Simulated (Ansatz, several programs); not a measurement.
An ordered 4-atom cell of AlGaAs2 on the zincblende lattice (P-4m2), relaxed with PBE in Ansatz (plane waves, PAW): space group P-4m2 (No. 115), tetragonal; a = 4.062 Å, c = 5.722 Å in the conventional setting, 23.60 Å³ an atom. Around Al lie 4 As at 2.48 Å; around As lie 2 Al at 2.48 Å and 2 Ga at 2.49 Å; around Ga lie 4 As at 2.49 Å. The cell was then scaled with its shape and fractional coordinates held, which makes it stiffer than a relaxed compression. No spin polarisation. The prototype was imposed, so other structures may be more stable.

```
V (Å³/atom)  E (meV/atom)
     22.186         19.11
     23.602          0.00
     24.310          4.03
     25.018         15.29
```

(1) Pass a cubic E = c₀ + c₁u + c₂u² + c₃u³, with u = V − 23.779 Å³, through these points.

(2) Where is the minimum, and what bulk modulus follows?

(3) Predict the energy and the pressure at the withheld volume, 22.894 Å³.

## Answers

(1) c₀ = 0.25, c₁ = +2.917, c₂ = 8.237, c₃ = -0.6434 (meV and Å³).

(2) dE/du = 0 at u = -0.174, so V₀ = 23.61 Å³. B = V₀ d²E/dV² = 23.61 × (2c₂ + 6c₃u) = 23.61 × 17.143 = 405 meV/Å³, and 1 meV/Å³ is 0.16022 GPa: 65 GPa. A third-order Birch-Murnaghan fit to all five points gives 23.60 Å³ and 64 GPa.

(3) With u = -0.885: E ≈ 4.57 meV and P = −dE/dV ≈ +2.11 GPa. The run gives 4.52 meV and, from its stress, +2.10 GPa.
